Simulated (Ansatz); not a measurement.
# Mo: equation of state with PBEsol

Mo:

```
Mo
1.0
    -1.58381    1.58381    1.58381
     1.58381   -1.58381    1.58381
     1.58381    1.58381   -1.58381
Mo
1
Direct
  0.00000 0.00000 0.00000
```

| Item | Value |
| --- | --- |
| Program | Ansatz 0.2.0 |
| Task | equation of state |
| Functional | PBEsol |
| Potentials or basis | Ansatz PAW |
| Cutoff | 420 eV |
| Density cutoff | 1680 eV |
| k mesh | 12 × 12 × 12 |
| Occupations | fermi-dirac, width 0.05 eV |
| Spin | no spin polarisation |

The equilibrium volume is 15.32 Å³/atom. The bulk modulus is 283 GPa. The pressure derivative of the bulk modulus is 4.3.

Energy against volume, from the lowest point:
```
volume (Å³/atom)  energy (meV/atom)
          14.938               8.52
          15.256               0.00
          15.574               3.41
          15.892              17.52
          16.209              41.19
          16.527              73.45
          16.845             113.39
```

All runs of the series together: 5.6 s on 2 threads of Arm Neoverse V1, on a shared host.
